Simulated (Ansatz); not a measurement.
**Bands of PbSe**

```
Pb Se
1.0
     5.21700    0.00000    0.00000
    -2.60850    4.51806    0.00000
     0.00000    0.00000    6.23791
Pb Se
2 2
Direct
  0.33333 0.66667 0.93798
  0.66667 0.33333 0.43798
  0.33333 0.66667 0.43802
  0.66667 0.33333 0.93802
```

Atoms are numbered in the order listed.

The structure comes from a relaxation in the same program, started in the wurtzite type, and has space group P6_3/mmc. Whether it is a known phase or the ground state wasn't checked. The relaxation left the symmetry of that type.

No spin–orbit coupling, which matters for the heavy atoms here.

Method: Ansatz 0.2.0, DFT, PBE, all-electron LAPW, scalar-relativistic.

Settings: a Γ-centred 8×8×5 k mesh, Fermi–Dirac smearing of 0.08 eV, basis error target 0.5 meV/atom, no spin polarisation.

Points in fractions of the reciprocal vectors of this cell: Γ (0, 0, 0), M (0.5, 0, 0), K (0.333, 0.333, 0), A (0, 0, 0.5), L (0.5, 0, 0.5), H (0.333, 0.333, 0.5). The path joins them by straight lines in the order Γ–M–K–Γ–A–L–H–A–L; legs that retrace an earlier one aren't tabulated. Energies are in eV from the top of the valence band.

Q: List the levels at K between -14 and 8 eV.

A: -12.10 (×2), -7.85 (×2), -3.94, -3.04 (×2), -2.35, -0.48 (×2), 2.44 (×2), 4.22, 4.30, 4.81 (×2), 4.85, 6.42, 7.90.

Q: List the levels at Γ between -14 and 8 eV.

A: -12.92, -11.78, -7.20, -6.33, -4.22, -2.80 (×2), -1.63, -1.61 (×2), 1.79 (×2), 3.20 (×2), 4.72, 4.78, 5.76, 6.42 (×2), 7.96.

Q: List the levels at H between -14 and 8 eV.

A: -12.05 (×2), -8.34 (×2), -3.24 (×2), -1.12 (×2), 0.00 (×2), 1.19 (×2), 2.36 (×2), 4.24 (×2), 6.37 (×2), 7.94 (×2).

Q: What is the band gap?

A: 1.19 eV, direct at H (0.333, 0.333, 0.5).
